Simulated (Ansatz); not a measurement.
## SnS under strain: S-33 nuclear quadrupole resonance

Cell: an entry of the Crystallography Open Database (COD), relaxed with PBE at fixed cell and then changed (z stretched by 3 %, ions relaxed).

```xyz
8
Lattice="11.3200 0.0000 0.0000 0.0000 4.0500 0.0000 0.0000 0.0000 4.3693" Properties=species:S:1:pos:R:3 pbc="T T T"
Sn    1.3632    1.0125    0.5403
Sn    4.2968    3.0375    2.7249
Sn    7.0232    1.0125    1.6443
Sn    9.9568    3.0375    3.8289
S     9.6371    1.0125    2.0845
S     7.3429    3.0375    4.2692
S     3.9771    1.0125    0.1001
S     1.6829    3.0375    2.2847
```

Atom numbers follow the list; atoms alike are taken as one site, whose name carries the number of the first.

The numbers come from a DFT calculation in Ansatz (PBE, plane waves and PAW, scalar-relativistic, 420 eV cutoff, Γ-centred 4×11×10 k-points, Fermi–Dirac smearing 0.02 eV).

S-33: I = 3/2, Q = -69.40 mb (year-2017 value). Static lattice, zero field.

Q: At which frequencies do the S-33 NQR lines lie?

A: For I = 3/2 there is one line, ν = (|C_Q|/2)(1 + η²/3)^½.

```
site       atoms  V_zz (10²¹ V/m²)  C_Q (MHz)     η  line frequencies (MHz)
   S  5, 6, 7, 8             -3.44       5.77  0.07                    2.89
```

At S V_zz stands upright on the plane through its three neighbours (within 12°).

Without spin–orbit coupling (the program notes it for Sn) the gradients can shift somewhat, as the gap is small.
